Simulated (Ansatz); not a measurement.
Eu (Fm-3m): the volume from the results

```
Eu
1.0
     0.00000    2.78930    2.78930
     2.78930    0.00000    2.78930
     2.78930    2.78930    0.00000
Eu
1
Direct
  0.00000 0.00000 0.00000
```

The reference geometry is a structure from the Materials Project; nothing is relaxed.

Settings: PBE, 9×9×9 k mesh, Fermi–Dirac smearing of 0.08 eV. PAW means Ansatz 0.2.0 on its default frozen-core files. Site moments are integrated in spheres about the atoms. Start moments (μB): Eu 7.

The cell is scaled evenly, and every run starts from the same moments. Some of the runs:

```csv
V/V₀,cell moment (μB),largest site moment (μB),F − F(V₀) (meV/atom),pressure (GPa)
0.92,7.47,7.14,0,0.6
0.96,7.45,7.14,-3,0.0
1,7.43,7.14,0,-0.5
```

Another run of the series gave cell moment (μB) = 7.38, largest site moment (μB) = 7.04, F − F(V₀) (meV/atom) = 319, pressure (GPa) = 10.6. At which V/V₀ was it made?
A. 0.74
B. 1.25
C. 0.86
D. 1.1
E. 1.04
F. 0.8
G. 0.66

G. V/V₀ = 0.66.

Another run of the series gave cell moment (μB) = 7.41, largest site moment (μB) = 7.15, F − F(V₀) (meV/atom) = 29, pressure (GPa) = -1.5. At which V/V₀ was it made?
A. 0.86
B. 1.25
C. 0.66
D. 0.8
E. 1.04
F. 1.1
G. 0.74

F. V/V₀ = 1.1.

The whole series:

```
V/V₀  cell moment (μB)  largest site moment (μB)  F − F(V₀) (meV/atom)  pressure (GPa)
0.66              7.38                      7.04                   319            10.6
0.74              7.48                      7.11                   141             6.1
 0.8              7.49                      7.13                    63             3.6
0.86              7.48                      7.14                    20             1.9
0.92              7.47                      7.14                     0             0.6
0.96              7.45                      7.14                    -3             0.0
   1              7.43                      7.14                     0            -0.5
1.04              7.42                      7.14                     8            -1.0
 1.1              7.41                      7.15                    29            -1.5
1.25              7.39                      7.16                   109            -2.3
```

Without U a semilocal functional puts the f levels too near the Fermi level, which can change moments and the order of magnetic states; site and cell moments are spin moments. Under strong compression frozen cores are worth checking against an all-electron run. Spin–orbit coupling is left out although heavy atoms are present. With open f shells a run can end in a state that isn't the lowest. None of this fixes the real material's magnetic order: only patterns that fit the cell were computed, at zero temperature, with a functional that can overstate moments.
